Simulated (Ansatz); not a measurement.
Ag under changes of volume

One of the cells (17.806 Å³/atom); the others are scaled copies at fixed shape and fractional positions:

```
CELL_PARAMETERS angstrom
2.93000 0.00000 0.00000
-1.46500 2.53745 0.00000
0.00000 0.00000 4.79000
ATOMIC_POSITIONS crystal
Ag 0.66667 0.33333 0.75000
Ag 0.33333 0.66667 0.25000
```

This isn't the form of Ag at room conditions, which is fcc.

```yaml
Program: Ansatz 0.2.0
Functional: PBE0
Potentials_or_basis: Ansatz PAW
Cutoff: "420 eV (not typed: the program's choice for these potentials)"
k_mesh: 6 × 6 × 4
Occupations: fermi-dirac, width 0.05 eV
Spin: no spin polarisation
```

| volume (Å³/atom) | energy over the lowest point (meV/atom) | pressure (GPa) |
| --- | --- | --- |
| 16.738 | ? | ? |
| 17.094 | 11.84 | 4.5 |
| 17.450 | 4.25 | 2.3 |
| 17.806 | 0.00 | 0.6 |
| 18.162 | 0.55 | -1.1 |
| 18.518 | 4.75 | -2.6 |
| 18.875 | 11.93 | -3.9 |

What does the run at 16.738 Å³/atom give?

Energy over the lowest point 24.67 meV/atom; pressure 7.1 GPa.

Worked out: A Birch-Murnaghan fit of order 3 (a polynomial in V^(-2/3)) to the other rows has its minimum at 17.96 Å³/atom with B0 = V·E''(V) = 87 GPa (rough, since the energies scatter) at fixed shape and positions, which overstates the stiffness. It gives 24.48 meV/atom at 16.738 Å³/atom, against the run's 24.67, and -dE/dV = 6.7 GPa, against 7.1.

Energies are extrapolated to zero smearing.

Caveats: all runs use coarse meshes; the PAW data sets come from PBE, with cores solved anew for the run's functional, which leaves a small shift of forces and pressure; the thresholds are loose for stress.
